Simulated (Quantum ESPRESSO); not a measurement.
BAs:

```
As B
1.0
     0.00000    2.38850    2.38850
     2.38850    0.00000    2.38850
     2.38850    2.38850    0.00000
As B
1 1
Direct
  0.75000 0.75000 0.75000
  0.00000 0.00000 0.00000
```

Program: Quantum ESPRESSO 7.5. Alike in all runs: cell as given; smearing fermi-dirac 0.05 eV. Hardware: 1 thread of Arm Neoverse V1, with other jobs on the host.

Q: Order these runs on this cell by their wall time, lowest first.
A. task dielectric tensor; level PBEsol; potentials or basis PseudoDojo 0.4 FR PBEsol standard; spin SOC, no magnetisation; k mesh 8 × 8 × 8, shifted; cutoff (eV) 1143
B. task Wannier functions; level PBE; potentials or basis PseudoDojo 0.4 FR PBE standard; spin SOC, no magnetisation; k mesh 8 × 8 × 8; cutoff (eV) 1143; k mesh for the Wannier functions 6 × 6 × 6
C. task Wannier functions; level LDA; potentials or basis PseudoDojo 0.4.1 SR LDA standard; spin off; k mesh 8 × 8 × 8; cutoff (eV) 1088; form of the LDA correlation PW92; k mesh for the Wannier functions 6 × 6 × 6

A: C (120 s), B (580 s), A (1600 s).

Caveats: the Wannier minimisation didn't converge (some runs).

Not every run made on this cell is shown here.
